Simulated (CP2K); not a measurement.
Rh under changes of volume

One of the cells (13.671 Å³/atom); the others are scaled copies at fixed shape and fractional positions:

```
Rh
1.0
     2.68397    0.00000    0.00000
     1.34198    2.32438    0.00000
     1.34198    0.77479    2.19145
Rh
1
Direct
  0.00000 0.00000 0.00000
```

| Item | Value |
| --- | --- |
| Program | CP2K 2026.2 |
| Functional | LDA |
| Potentials or basis | GTH_POTENTIALS Rh GTH-PADE-q17; TZVP-MOLOPT-PBE-GTH basis |
| Density cutoff | 6123 eV |
| k mesh | 12 × 12 × 12 |
| Occupations | fermi-dirac, width 0.01 eV |
| Spin | no spin polarisation |

```tsv
volume (Å³/atom)	energy over the lowest point (meV/atom)	pressure (GPa)
12.851	0.00	1.1
13.125	3.78	-5.3
13.398	17.81	-11.0
13.671	?	?
13.945	71.72	-20.2
14.218	109.52	-24.0
14.492	153.42	-27.3
```

Task: What does the run at 13.671 Å³/atom give?

Result: Energy over the lowest point 40.83 meV/atom; pressure -15.9 GPa.

Worked out: A Birch-Murnaghan fit of order 3 (a polynomial in V^(-2/3)) to the other rows has its minimum at 12.89 Å³/atom with B0 = V·E''(V) = 316 GPa and B' = 5.2. It gives 40.78 meV/atom at 13.671 Å³/atom, against the run's 40.83, and -dE/dV = -15.9 GPa, against -15.9.

Energies are extrapolated to zero smearing.

Caveats: the basis of atomic orbitals isn't converged, which shifts pressures, moduli and gaps.
